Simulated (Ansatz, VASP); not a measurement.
**Be: VASP beside Ansatz**

INCAR

```
ALGO = Normal ; EDIFF = 1E-6
ENCUT = 520 ; GGA = RP
ISIF = 2 ; ISMEAR = -1
LASPH = T ; LCHARG = F
LREAL = F ; LWAVE = F
NBANDS = 7 ; NELM = 100
PREC = Accurate ; SIGMA = 0.1
```

Contents of KPOINTS:

```
k-points
0
Gamma
  16 16 16
```

The input POSCAR:

```
Be
1.0
    2.2484476644      0.0000000000      0.0000000000
    0.0000000000      2.2484476644      0.0000000000
    0.0000000000      0.0000000000      2.2484476644
Be
1
Direct
    0.0000000000      0.0000000000      0.0000000000
```

Input for Ansatz:

```yaml
crystal:
  lattice:
    - [2.2484476644, 0.0, 0.0]
    - [0.0, 2.2484476644, 0.0]
    - [0.0, 0.0, 2.2484476644]
  atoms:
    - { symbol: Be, position: [0.0, 0.0, 0.0] }
hamiltonian:
  xc: rpbe
  pseudopotentials:
    kind: paw
    azcp:
      Be: "pseudopotentials/Be.paw.azcp"
basis:
  ecutwfc: 420
  fft_grid_basis: typed
kpoints:
  mp_grid: { grid: [16, 16, 16], shift: [0, 0, 0] }
magnetization:
  spin_polarized: false
scf:
  occupations: { method: fermi_dirac, width: 0.1 }
  lower_state_search: "off"
output:
  stress: true
```

Alike in both runs: task single point; functional RPBE; k mesh 16 × 16 × 16; occupations fermi-dirac, width 0.1 eV; no spin polarisation.

|  | VASP | Ansatz |
| --- | --- | --- |
| version | VASP 6.6.1 | Ansatz 0.2.0 |
| potentials or method | VASP PAW PBE potentials, release 64 (Be) | plane waves (420 eV) with PAW, scalar-relativistic |
| plane-wave cutoff (eV) | 520 | 420 |
| valence electrons in the cell | 2 | 2 |

```csv
,VASP,Ansatz,Ansatz less VASP
pressure (GPa),-4.8,-4.8,+0.03
```

Caveats: the PAW data sets were made with another functional, which shifts forces and pressure a little (VASP).
